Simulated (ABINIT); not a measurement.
An input for ABINIT 10.8.3 (ZnSe (Stilleite)):

```
acell 3*1.0 Angstrom
rprim 
  -0.000000000000 2.833800000000 2.833800000000
  2.833800000000 0.000000000000 2.833800000000
  2.833800000000 2.833800000000 -0.000000000000
ntypat 2
znucl 30 34
natom 2
typat 1 2
xred 
  0.000000000000 0.000000000000 0.000000000000
  0.250000000000 0.250000000000 0.250000000000
pp_dirpath "pseudos"
pseudos "Zn.upf, Se.upf"
ecut 49
ngkpt 4 4 4
nshiftk 1
shiftk 0 0 0
kptopt 1
chksymbreak 0
istwfk *1
occopt 1
irdwfk 1
optdriver 3
nband 91
ecuteps 6
inclvkb 2
awtr 1
symchi 1
indata_prefix "in"
outdata_prefix "out"
tmpdata_prefix "tmp"
```

```sh
OMP_NUM_THREADS=1 mpirun -n 8 abinit run.abi > log
```

Question: How long will it take on 8 MPI ranks of Intel Xeon Platinum 8488C (Sapphire Rapids), shared host, and how much memory?

It took 18 s; on shared hardware allow 9 s to 36 s. Peak host memory was 1.8 GiB.

[Paths, hosts, dates, memory and timing lines, banners, echoed tables and standing remarks are left out of the program output.]

[Logs are printed without paths, hosts, clocks, repeated set-up lines and the standing remarks that a program may print on its own settings, such as how far it seeks lower states.]

[Runs of the session that timed out or met a known fault of the program may be left out.]

[Hosts, paths, dates, database ids (printed as entryN), source tags and the programs' standing remarks are cut or masked in the printed files.]

[G0W0 gaps are taken among the corrected bands and points alone; a level outside them can change the order at an edge.]

[Where Ansatz stands beside ABINIT at settings called matched, ABINIT's density can come from a denser mesh and the files from another edition; pairs whose starting gaps differed by over 0.03 eV were left out, so agreement reads better than it is.]
